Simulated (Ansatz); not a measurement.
**AlNi: projected DOS by orbital**

```yaml
crystal:
  lattice:
    - [2.88100, 0.00000, 0.00000]
    - [0.00000, 2.88100, 0.00000]
    - [0.00000, 0.00000, 2.88100]
  atoms:
    - { symbol: Al, position: [0.00000, 0.00000, 0.00000] }
    - { symbol: Ni, position: [0.50000, 0.50000, 0.50000] }
```

Atom numbers follow the list: Al1, Ni2.

The cell is COD entry 9008802, as deposited and not checked against the literature; nothing was relaxed.

Spin polarisation is left out, and whether a magnetic state lies lower isn't shown here.

These are results of Ansatz 0.2.0, DFT, PBE, all-electron LAPW, scalar-relativistic, not measurements.

Sampling and basis: a Γ-centred 13×13×13 k mesh, Fermi–Dirac smearing of 0.05 eV, basis error target 0.5 meV/atom, no spin polarisation.

States per eV for one atom of each kind, in 0.4 eV bins named by their centres, from the Fermi level, projected on a minimal set of Löwdin-orthogonalised atomic shells; orbitals are real harmonics on the Cartesian axes, equal curves share a column, and empty bins are left out, as is all above 4.4 eV, near the top of the computed bands.

Ni2 3d:

```
# E all dz2=dx2-y2 dxz=dyz=dxy
-8.3 0.01 0.00 0.00
-7.9 0.01 0.00 0.00
-7.5 0.02 0.00 0.01
-7.1 0.03 0.00 0.01
-6.7 0.05 0.00 0.01
-6.3 0.08 0.00 0.02
-5.9 0.13 0.01 0.04
-5.5 0.21 0.02 0.06
-5.1 0.20 0.03 0.05
-4.7 0.23 0.04 0.05
-4.3 0.35 0.08 0.06
-3.9 1.01 0.14 0.25
-3.5 1.01 0.20 0.20
-3.1 2.24 0.75 0.25
-2.7 1.57 0.57 0.15
-2.3 3.55 0.78 0.66
-1.9 6.56 0.50 1.86
-1.5 2.58 0.27 0.68
-1.1 0.45 0.15 0.05
-0.7 0.96 0.43 0.03
-0.3 0.92 0.40 0.04
0.1 0.46 0.18 0.03
0.5 0.28 0.10 0.03
0.9 0.18 0.06 0.02
1.3 0.10 0.04 0.01
1.7 0.08 0.03 0.00
2.1 0.11 0.04 0.01
2.5 0.18 0.04 0.03
2.9 0.20 0.03 0.05
3.3 0.16 0.02 0.04
3.7 0.13 0.02 0.03
4.1 0.10 0.01 0.03
```

Al1 3p:

```
# E all pz=px=py
-10.7 0.02 0.01
-10.3 0.04 0.01
-9.9 0.06 0.02
-9.5 0.08 0.03
-9.1 0.09 0.03
-8.7 0.11 0.04
-8.3 0.12 0.04
-7.9 0.14 0.05
-7.5 0.16 0.05
-7.1 0.18 0.06
-6.7 0.18 0.06
-6.3 0.18 0.06
-5.9 0.22 0.07
-5.5 0.24 0.08
-5.1 0.24 0.08
-4.7 0.27 0.09
-4.3 0.34 0.11
-3.9 0.63 0.21
-3.5 0.43 0.14
-3.1 0.71 0.24
-2.7 0.26 0.09
-2.3 0.18 0.06
-1.9 0.28 0.09
-1.5 0.15 0.05
-1.1 0.08 0.03
-0.7 0.17 0.06
-0.3 0.29 0.10
0.1 0.26 0.09
0.5 0.24 0.08
0.9 0.20 0.07
1.3 0.16 0.05
1.7 0.11 0.04
2.1 0.10 0.03
2.5 0.17 0.06
2.9 0.26 0.09
3.3 0.24 0.08
3.7 0.27 0.09
4.1 0.25 0.08
```

Al1 3s:

```
# E all
-11.1 0.01
-10.7 0.04
-10.3 0.05
-9.9 0.07
-9.5 0.08
-9.1 0.09
-8.7 0.10
-8.3 0.11
-7.9 0.12
-7.5 0.16
-7.1 0.18
-6.7 0.17
-6.3 0.18
-5.9 0.20
-5.5 0.20
-5.1 0.13
-4.7 0.10
-4.3 0.09
-3.9 0.09
-3.5 0.06
-3.1 0.01
-2.3 0.01
-1.9 0.01
-1.5 0.01
-0.7 0.01
-0.3 0.04
0.1 0.04
0.5 0.04
0.9 0.03
1.3 0.03
1.7 0.02
2.1 0.05
2.5 0.14
2.9 0.21
3.3 0.21
3.7 0.23
4.1 0.19
```

Ni2 4s:

```
# E all
-11.1 0.01
-10.7 0.04
-10.3 0.05
-9.9 0.05
-9.5 0.05
-9.1 0.05
-8.7 0.06
-8.3 0.06
-7.9 0.05
-7.5 0.06
-7.1 0.05
-6.7 0.04
-6.3 0.03
-5.9 0.04
-5.5 0.04
-5.1 0.04
-4.7 0.05
-4.3 0.08
-3.9 0.09
-3.5 0.02
-2.7 0.03
-2.3 0.07
-1.9 0.06
-1.5 0.02
-1.1 0.01
-0.7 0.04
-0.3 0.05
0.1 0.03
0.5 0.02
0.9 0.01
1.7 0.07
2.1 0.17
2.5 0.19
2.9 0.13
3.3 0.10
3.7 0.08
4.1 0.08
```
